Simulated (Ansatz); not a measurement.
TiO2:

```
CELL_PARAMETERS angstrom
1.47410 -4.79653 0.00000
1.47410 4.79653 0.00000
0.00000 0.00000 10.23522
ATOMIC_POSITIONS crystal
Ti 0.86691 0.13309 0.58314
Ti 0.13309 0.86691 0.41686
Ti 0.86691 0.13309 0.91686
Ti 0.13309 0.86691 0.08314
O 0.50000 0.50000 0.50000
O 0.50000 0.50000 0.00000
O 0.93424 0.06577 0.75000
O 0.06577 0.93424 0.25000
O 0.75440 0.24560 0.10287
O 0.24560 0.75440 0.89713
O 0.24560 0.75440 0.60287
O 0.75440 0.24560 0.39713
```

Measurements of this composition are mostly on another form, of space group No. 141.

```yaml
Program: Ansatz 0.2.0
Task: relaxation of cell and atoms
Functional: r2SCAN
Dispersion: D3(BJ)
Potentials_or_basis: Ansatz PAW
Cutoff: "500 eV (not typed: the program's choice for these potentials)"
k_mesh: 9 × 9 × 3
Occupations: fermi-dirac, width 0.05 eV
Spin: no spin polarisation
```

At the start: volume 12.06 Å³/atom.

Question: How do energy, volume and symmetry change on relaxing?

Answer: It ends after 6 steps and the volume is 11.45 Å³/atom (-5.1 %); space group Cmcm (No. 63, to 0.05 Å).

The path:
| step | energy change (eV) | largest force (eV/Å) | volume (Å³) |
| --- | --- | --- | --- |
| 1 | 0.0000 | 0.3957 | 144.74 |
| 2 | -0.1376 | 0.1775 | 138.67 |
| 3 | -0.1472 | 0.0617 | 137.32 |
| 4 | -0.1480 | 0.0120 | 137.36 |
| 5 | -0.1480 | 0.0089 | 137.35 |
| 6 | -0.1426 | 0.0083 | 137.35 |

Final structure:
```
Ti O
1.0
     1.45706   -4.67556    0.00000
     1.45706    4.67556    0.00000
     0.00000    0.00000   10.08094
Ti O
4 8
Direct
  0.86646 0.13354 0.58415
  0.13354 0.86646 0.41585
  0.86646 0.13354 0.91585
  0.13354 0.86646 0.08415
  0.50000 0.50000 0.50000
  0.50000 0.50000 0.00000
  0.93929 0.06071 0.75000
  0.06071 0.93929 0.25000
  0.75726 0.24274 0.10408
  0.24274 0.75726 0.89592
  0.24274 0.75726 0.60408
  0.75726 0.24274 0.39592
```

Caveat: the plane-wave basis is chosen anew once the cell has moved, so the energies of steps on either side of that aren't comparable; the PAW data sets come from PBE, with cores solved anew for the run's functional, which leaves a small shift of forces and pressure; the dispersion damping was fitted for another functional or another form of the correction.
